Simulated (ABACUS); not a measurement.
Wanted: an ASE script for an ABACUS 3.10.1 run.

* Task: relaxation of cell and atoms
* Functional: PBE
* Potentials or basis: GBRV ultrasoft 1.5 PBE
* Cutoff: 544 eV
* Density cutoff: 4354 eV
* Basis: plane waves
* k mesh: 7 × 7 × 4
* Occupations: fermi-dirac, width 0.05 eV
* Spin: no spin polarisation
* Max steps of the relaxation: 60
* Force threshold: 0.02 eV/Å
* Optimiser: cg
* Stress threshold: 0.2 kbar
* Radial cutoff of the potentials (pseudo_rcut): 10 bohr
* SCF threshold on the density: 1e-08
* Max SCF steps: 100
* Eigensolver: dav
* Mixing: broyden
* Mixing share: 0.7
* Symmetry key: 1
* Bands: 16

The structure of Zr lies in Zr.cif:

```cif
data_Zr
_cell_length_a 3.23200000
_cell_length_b 3.23200000
_cell_length_c 5.14700000
_cell_angle_alpha 90.00000000
_cell_angle_beta 90.00000000
_cell_angle_gamma 120.00000000
_space_group_name_H-M_alt 'P1'
_space_group_name_Hall 'P 1'
_space_group_IT_number 1
loop_
_space_group_symop_operation_xyz
'x,y,z'
loop_
_atom_site_label
_atom_site_type_symbol
_atom_site_symmetry_multiplicity
_atom_site_Wyckoff_symbol
_atom_site_fract_x
_atom_site_fract_y
_atom_site_fract_z
_atom_site_occupancy
Zr1 Zr 1 a 0.6666666667 0.3333333333 0.7500000000 1
Zr2 Zr 1 a 0.3333333333 0.6666666667 0.2500000000 1
```

These files were run (other wordings do the same):

run_abacus.py

```python
"""ABACUS run from a structure file: ASE reads it, the script writes STRU, KPT and INPUT."""
import re
import subprocess
from ase.io import read
from ase.units import Bohr

atoms = read("Zr.cif")
atoms = atoms[(-atoms.numbers).argsort(kind="stable")]  # ABACUS lists atoms element by element
pseudo = {'Zr': 'zr_pbe_v1.uspp.F.UPF'}
orbital = {}
magmoms = None
kmesh = [7, 7, 4]
params = {
    'suffix': 'Zr',
    'calculation': 'cell-relax',
    'basis_type': 'pw',
    'pseudo_dir': './',
    'symmetry': 1,
    'dft_functional': 'pbe',
    'ecutwfc': 40,
    'pseudo_rcut': 10,
    'nspin': 1,
    'nbands': 16,
    'ks_solver': 'dav',
    'smearing_method': 'fd',
    'smearing_sigma': 0.00367493,
    'scf_thr': 1e-08,
    'scf_nmax': 100,
    'mixing_type': 'broyden',
    'mixing_beta': 0.7,
    'cal_force': 1,
    'cal_stress': 1,
    'ecutrho': 320,
    'relax_nmax': 60,
    'force_thr_ev': 0.02,
    'relax_method': 'cg',
    'out_stru': 1,
    'stress_thr': 0.2,
    'kpar': 4,
}

symbols = atoms.get_chemical_symbols()
elements = list(dict.fromkeys(symbols))
lines = ["ATOMIC_SPECIES"] + [f"{e} {atoms.get_masses()[symbols.index(e)]:.4f} {pseudo[e]}" for e in elements]
if orbital:
    lines += ["", "NUMERICAL_ORBITAL"] + [orbital[e] for e in elements]
lines += ["", "LATTICE_CONSTANT", f"{1 / Bohr:.10f}", "", "LATTICE_VECTORS"]
lines += [" ".join(f"{x:.10f}" for x in v) for v in atoms.cell]
lines += ["", "ATOMIC_POSITIONS", "Direct"]
for e in elements:
    lines += ["", e, "0.0", str(symbols.count(e))]
    for i, p in enumerate(atoms.get_scaled_positions(wrap=False)):
        if symbols[i] == e:
            mag = "" if magmoms is None else " mag " + " ".join(str(x) for x in (magmoms[i] if isinstance(magmoms[i], list) else [magmoms[i]]))
            lines.append(" ".join(f"{x:.10f}" for x in p) + " 1 1 1" + mag)
open("STRU", "w").write("\n".join(lines) + "\n")
open("KPT", "w").write("K_POINTS\n0\nGamma\n%d %d %d 0 0 0\n" % tuple(kmesh))
open("INPUT", "w").write("INPUT_PARAMETERS\n" + "".join(f"{k:<20s}{v}\n" for k, v in params.items()))

done = subprocess.run(['mpirun', '-np', '4', 'abacus'])
if done.returncode:
    raise SystemExit(done.returncode)
log = open("OUT.Zr/running_cell-relax.log").read()
print("final energy (eV):", re.findall(r"FINAL_ETOT_IS (\S+)", log))
```

Potentials or basis: GBRV ultrasoft 1.5 PBE, plane waves.

Command:

```console
$ OMP_NUM_THREADS=1 python run_abacus.py > log
```

It gave:

```yaml
Relaxed_volume: 23.41 Å³/atom
Relaxed_cell: a = 3.239 Å, b = 3.239 Å, c = 5.153 Å, α = 90.00°, β = 90.00°, γ = 120.00°
Space_group_after_relaxing_to_0.05_Å: P6_3/mmc (No. 194)
Energy_gained_by_relaxing: 0.2 meV/atom
Ionic_steps: 5
Pressure_after_relaxing: 0.0 GPa
Band_gap_on_the_k_mesh: none (metal or under the smearing width)
```

It took 34 s on 4 MPI ranks on Intel(R) Xeon(R) Platinum 8488C (Sapphire Rapids) (shared host), peak memory 0.68 GiB a rank.
